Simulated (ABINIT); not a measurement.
InP, 2 atoms in the cell. The structure is cubic, space group F-43m (No. 216). The conventional cell has a = 5.861 Å, b = 5.861 Å, c = 5.861 Å, α = 90.00°, β = 90.00°, γ = 90.00°. In (site symmetry -43m) has 4 P at 2.54 Å as nearest neighbours. P (site symmetry -43m) is surrounded by 4 In at 2.54 Å. 

* Program: ABINIT 10.8.3 (patched build)
* Task: effective masses
* Functional: PBE
* Potentials or basis: SG15 NC PBE v1.2
* Cutoff: 952 eV
* k mesh: 6 × 6 × 6
* Occupations: fixed
* Spin: no spin polarisation
* k points of the masses: [[0.0, 0.0, 0.0]]
* Bands of the masses: [[7, 10]]

Potentials or basis: SG15 NC PBE v1.2.

Run with:

```bash
$ abinit run.abi > log 2>&1
```

Hardware: 1 thread of Arm Neoverse V1, with other jobs on the host.

Task: How long does it take, and how much memory?

Result: It took 32 s on 1 thread of Arm Neoverse V1 (shared host), peak memory 0.15 GiB. Counts: scf iterations 50, mpi ranks 1, k points 16, bands 9, plane waves 3386.
